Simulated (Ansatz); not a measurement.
# S (S, alpha-S8 (Fddd)): the cost of one run

Program: Ansatz 0.2.0. Level of theory: DFT PBE, plane waves (420 eV) with PAW, scalar-relativistic. These are calculated values, not measurements.

## Step 1: The starting structure

The structure is orthorhombic, space group Fddd (No. 70). The conventional cell has a = 10.465 Å, b = 12.866 Å, c = 24.486 Å, α = 90.00°, β = 90.00°, γ = 90.00°. Around S (site symmetry 1) lie 2 S at 2.04 to 2.05 Å. Around S (site symmetry 1) lie 2 S at 2.05 Å. S (site symmetry 1) is surrounded by 2 S at 2.04 Å.

Structure file:

```cif
data_structure
_symmetry_space_group_name_H-M 'P 1'
_symmetry_Int_Tables_number 1
_cell_length_a 13.8302
_cell_length_b 13.3143
_cell_length_c 8.2923
_cell_angle_alpha 75.642
_cell_angle_beta 68.848
_cell_angle_gamma 35.510
_cell_volume 824.22
loop_
_atom_site_label
_atom_site_type_symbol
_atom_site_fract_x
_atom_site_fract_y
_atom_site_fract_z
_atom_site_occupancy
S1 S 0.36490 0.48210 0.47970 1
S2 S 0.67330 0.47970 0.48210 1
S3 S 0.47970 0.67330 0.36490 1
S4 S 0.48210 0.36490 0.67330 1
S5 S 0.57670 0.77030 0.76790 1
S6 S 0.77030 0.57670 0.88510 1
S7 S 0.76790 0.88510 0.57670 1
S8 S 0.88510 0.76790 0.77030 1
S9 S 0.23450 0.36290 0.45530 1
S10 S 0.94730 0.45530 0.36290 1
S11 S 0.45530 0.94730 0.23450 1
S12 S 0.36290 0.23450 0.94730 1
S13 S 0.30270 0.79470 0.88710 1
S14 S 0.79470 0.30270 0.01550 1
S15 S 0.88710 0.01550 0.30270 1
S16 S 0.01550 0.88710 0.79470 1
S17 S 0.43460 0.30740 0.35640 1
S18 S 0.90160 0.35640 0.30740 1
S19 S 0.35640 0.90160 0.43460 1
S20 S 0.30740 0.43460 0.90160 1
S21 S 0.34840 0.89360 0.94260 1
S22 S 0.89360 0.34840 0.81540 1
S23 S 0.94260 0.81540 0.34840 1
S24 S 0.81540 0.94260 0.89360 1
S25 S 0.87510 0.63290 0.18950 1
S26 S 0.63290 0.87510 0.30250 1
S27 S 0.18950 0.30250 0.87510 1
S28 S 0.30250 0.18950 0.63290 1
S29 S 0.61710 0.37490 0.94750 1
S30 S 0.06050 0.94750 0.37490 1
S31 S 0.94750 0.06050 0.61710 1
S32 S 0.37490 0.61710 0.06050 1
```

## Step 2: Geometry optimisation

File input.yaml:

```yaml
crystal:
  lattice:
    - [0.0, 6.433, 12.243]
    - [5.2325, 0.0, 12.243]
    - [5.2325, 6.433, 0.0]
  atoms:
    - { symbol: S, position: [0.3649, 0.4821, 0.4797] }
    - { symbol: S, position: [0.6733, 0.4797, 0.4821] }
    - { symbol: S, position: [0.4797, 0.6733, 0.3649] }
    - { symbol: S, position: [0.4821, 0.3649, 0.6733] }
    - { symbol: S, position: [0.5767, 0.7703, 0.7679] }
    - { symbol: S, position: [0.7703, 0.5767, 0.8851] }
    - { symbol: S, position: [0.7679, 0.8851, 0.5767] }
    - { symbol: S, position: [0.8851, 0.7679, 0.7703] }
    - { symbol: S, position: [0.2345, 0.3629, 0.4553] }
    - { symbol: S, position: [0.9473, 0.4553, 0.3629] }
    - { symbol: S, position: [0.4553, 0.9473, 0.2345] }
    - { symbol: S, position: [0.3629, 0.2345, 0.9473] }
    - { symbol: S, position: [0.3027, 0.7947, 0.8871] }
    - { symbol: S, position: [0.7947, 0.3027, 0.0155] }
    - { symbol: S, position: [0.8871, 0.0155, 0.3027] }
    - { symbol: S, position: [0.0155, 0.8871, 0.7947] }
    - { symbol: S, position: [0.4346, 0.3074, 0.3564] }
    - { symbol: S, position: [0.9016, 0.3564, 0.3074] }
    - { symbol: S, position: [0.3564, 0.9016, 0.4346] }
    - { symbol: S, position: [0.3074, 0.4346, 0.9016] }
    - { symbol: S, position: [0.3484, 0.8936, 0.9426] }
    - { symbol: S, position: [0.8936, 0.3484, 0.8154] }
    - { symbol: S, position: [0.9426, 0.8154, 0.3484] }
    - { symbol: S, position: [0.8154, 0.9426, 0.8936] }
    - { symbol: S, position: [0.8751, 0.6329, 0.1895] }
    - { symbol: S, position: [0.6329, 0.8751, 0.3025] }
    - { symbol: S, position: [0.1895, 0.3025, 0.8751] }
    - { symbol: S, position: [0.3025, 0.1895, 0.6329] }
    - { symbol: S, position: [0.6171, 0.3749, 0.9475] }
    - { symbol: S, position: [0.0605, 0.9475, 0.3749] }
    - { symbol: S, position: [0.9475, 0.0605, 0.6171] }
    - { symbol: S, position: [0.3749, 0.6171, 0.0605] }
hamiltonian:
  xc: pbe
  pseudopotentials:
    kind: paw
    azcp:
      S: "pseudopotentials/S.paw.azcp"
basis:
  ecutwfc: 420
  fft_grid_basis: typed
kpoints:
  mp_grid: { grid: [3, 3, 3], shift: [0, 0, 0] }
magnetization:
  spin_polarized: false
scf:
  occupations: { method: fermi_dirac, width: 0.05 }
relax:
  max_steps: 60
  f_tol: 0.02
  cell: {}
```

The run is started by

```sh
ansatz run input.yaml --threads 10 --pin off --max-ram 40960MiB --backend cpu --events-out ev --progress --plain --runs-dir out
```

Q: Estimate wall time and peak memory on 10 threads of Intel Xeon Platinum 8259CL at 2.50GHz (Skylake/Cascade Lake), shared host.

About 4.4 min, with a peak of 5.8 GiB.
